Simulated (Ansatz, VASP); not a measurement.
**Two plane-wave programs on Zn**

The input INCAR:

```
SYSTEM = Zn
PREC = Accurate
ENCUT = 520
EDIFF = 1E-7
ISMEAR = -1
SIGMA = 0.05
LREAL = .False.
LASPH = .True.
NELM = 100
ALGO = Normal
ISIF = 2
LWAVE = .False.
LCHARG = .False.
GGA = PE
NBANDS = 12
```

The input KPOINTS:

```
regular mesh
0
Gamma
  17 17 17
  0 0 0
```

The input POSCAR:

```
Zn
1.0
    0.0000000000      1.9648782227      1.9648782227
    1.9648782227      0.0000000000      1.9648782227
    1.9648782227      1.9648782227      0.0000000000
Zn
1
Direct
    0.0000000000      0.0000000000      0.0000000000
```

Input for Ansatz:

```yaml
crystal:
  lattice:
    - [0.0, 1.9648782227, 1.9648782227]
    - [1.9648782227, 0.0, 1.9648782227]
    - [1.9648782227, 1.9648782227, 0.0]
  atoms:
    - { symbol: Zn, position: [0.0, 0.0, 0.0] }
kpoints:
  mp_grid: { grid: [17, 17, 17] }
  band_path:
    path:
      - [0.0, 0.0, 0.0]
      - [0.5, 0.0, 0.5]
      - [0.625, 0.25, 0.625]
      - [0.375, 0.375, 0.75]
      - [0.0, 0.0, 0.0]
      - [0.5, 0.5, 0.5]
      - [0.5, 0.25, 0.75]
      - [0.5, 0.0, 0.5]
    npoints: 8
scf:
  occupations: { method: fermi_dirac, width: 0.05 }
hamiltonian:
  xc: pbe
  pseudopotentials: { kind: paw }
output:
  forces: true
  stress: true
  eigenvalues: true
  populations: true
  dos: { projected: true, de: 0.2, e_range: [-14, 8] }
```

Change from the starting cell: volume scaled by 1, PAW files.

Alike in both runs: task single point; functional PBE; k mesh 17 × 17 × 17; occupations fermi-dirac, width 0.05 eV; no spin polarisation.

|  | VASP | Ansatz |
| --- | --- | --- |
| version | VASP 6.6.1 | Ansatz 0.2.0 |
| potentials or method | VASP PAW PBE potentials, release 64 (Zn) | PAW with Ansatz's default frozen-core files, scalar-relativistic |
| plane-wave cutoff (eV) | 520 | 420 |
| valence electrons in the cell | 12 | 12 |

Ansatz gave:

| Item | Value |
| --- | --- |
| pressure (GPa) | 0.0 |

**Question.** What did VASP give for the same quantities?

**Answer.** Pressure (GPa): 0.3.
